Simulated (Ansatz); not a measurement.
P, space group P2/m, a phonon calculation by finite displacements

Computed with Ansatz 0.2.0, Python API.

Run as a notebook:

**Cell 1**
```python
from pathlib import Path

import ansatz as az
from ase import Atoms
import numpy as np
```

**Cell 2**
```python
SETTINGS = {
    'scf_tol': 1e-06,
    'extra_bands': 4,
    'smearing': 'fermi_dirac',
    'smearing_width': 0.1,
    'kmesh': (6, 6, 4),
}

atoms = Atoms(
    ['P', 'P'],
    scaled_positions=[
        [0.0, 0.0, 0.250575],
        [0.0, 0.0, 0.749425],
    ],
    cell=[
        [2.424694, 0.0, 0.0],
        [0.0, 2.438535, 0.0],
        [-0.020314, 0.0, 4.852433],
    ],
    pbc=True,
)
cell = az.Crystal.from_ase(atoms)
path = [
    ('G', (0.0, 0.0, 0.0)),
    ('Z', (0.0, 0.5, 0.0)),
    ('D', (0.0, 0.5, 0.5)),
    ('B', (0.0, 0.0, 0.5)),
    ('G', (0.0, 0.0, 0.0)),
]
```

**Cell 3**
```python
# the k mesh has to be a multiple of the supercell
calc = (
    cell.calculation()
    .accuracy('medium')
    .basis(24 * az.Ry, density_ratio=4)
    .functional(az.Functional.LDA)
    .scf(tolerance=SETTINGS['scf_tol'], extra_bands=SETTINGS['extra_bands'])
    .pseudopotentials('paw')
    .occupations(SETTINGS['smearing'], width=SETTINGS['smearing_width'])
    .kpoints(*SETTINGS['kmesh'])
    .phonons('fd', supercell=2, path=[q for _, q in path], intervals=6)
)
outcome = calc.run(threads=1, pin='off', runs_dir='runs')
folder = Path(outcome.output_folder) / 'results'
ph = outcome.phonons
```
Output:
```text
DeckWarning: basis.ecutwfc = 326.536634951856 eV is below the records' recommended 420 eV, and the density's cutoff is lower with it unless basis.ecutrho_ratio is high enough to keep the records' density cutoff: compare with a run at a higher cutoff
DeckWarning: basis.ecutrho_ratio = 4 (ecutrho = 1306.146539807424 eV) is below the records' recommended 1680 eV
RunWarning: on the 26×26×14 q-mesh 63 entries of the irreducible table, 1.986e-2 modes per cell, the lowest at -101.99 cm⁻¹, stand at or below zero and are read as no rigid motion or as one in doubt: the zero-point energy, F, S and C_V leave that weight out. The structure may be unstable at those wave vectors; or the [...]
```

**Cell 4**
```python
print('modes at Gamma (1/cm):', np.round(ph.gamma_omega_inv_cm, 1) + 0.0)
print(f'{ph.n_members} displaced supercells, sum-rule residual {ph.asr_residual_pre_ev_ang2:.1e} eV/A^2')
table = np.loadtxt(folder / 'phbands.tsv', comments='#')
n_modes = len(ph.gamma_omega_inv_cm)
omega = table[:, 1 : 1 + n_modes]
print('q distance and wavenumbers (1/cm)')
for row in table[::2]:
    print(f'{row[0]:7.3f}', ' '.join(f'{v:7.1f}' for v in row[1 : 1 + n_modes]))
# a negative number stands for an imaginary frequency
print(f'lowest {omega.min():.1f}, highest {omega.max():.1f} 1/cm on the path;', 'unstable' if omega.min() < -10 else 'no imaginary branch')
```
Output:
```text
modes at Gamma (1/cm): [  0.    0.    0.  188.1 189.4 362.5]
4 displaced supercells, sum-rule residual 7.8e-05 eV/A^2
q distance and wavenumbers (1/cm)
  0.000     0.0     0.0     0.0   188.1   189.4   362.5
  0.429    88.7    95.2   128.8   206.9   209.1   337.8
  0.859   153.7   165.0   223.1   238.1   245.8   281.7
  1.288   177.4   190.5   248.7   252.5   257.6   262.2
  1.504   196.6   207.6   249.7   256.3   260.3   263.7
  1.720   211.7   241.8   253.8   256.3   260.1   288.3
  1.936   228.4   228.6   252.8   254.0   288.9   294.0
  2.365   210.6   210.9   230.5   231.4   278.7   283.7
  2.795   169.6   170.0   177.7   177.7   257.1   261.8
  3.224   143.5   144.2   144.8   145.3   245.6   250.1
  3.440   105.3   106.3   169.7   171.0   172.2   308.8
  3.656    55.9    56.4    87.9   183.7   185.0   348.7
  3.871     0.0     0.0     0.0   188.1   189.4   362.5
lowest 0.0, highest 362.5 1/cm on the path; no imaginary branch
```

Caveats:
- These settings explore the input space; cutoff and mesh may be short of convergence.
- The cutoff lies under the one recommended for these potentials.
- The cell isn't relaxed first, so the values belong to this volume.
- For a metal this mesh is far too coarse, so the numbers only illustrate the procedure.
- Within a few hundredths of an angstrom the cell has the higher group Pm-3m; the lower one is a small distortion.
- Some modes are imaginary (printed negative) at these settings, from an unstable structure or from unconverged force constants, so sums over modes carry no meaning.
- This isn't the structure that P takes at ambient conditions.
- Warnings are shown shortened and without file and line.
- The structure is taken as given and the supercell is small; imaginary modes can come from an unrelaxed or unstable start.
- Timing: 29 s on 1 thread of Arm Neoverse V1, with other jobs on the host, peak memory 0.5 GiB.

(Lines on the test bed's own set-up are left out of the output.)
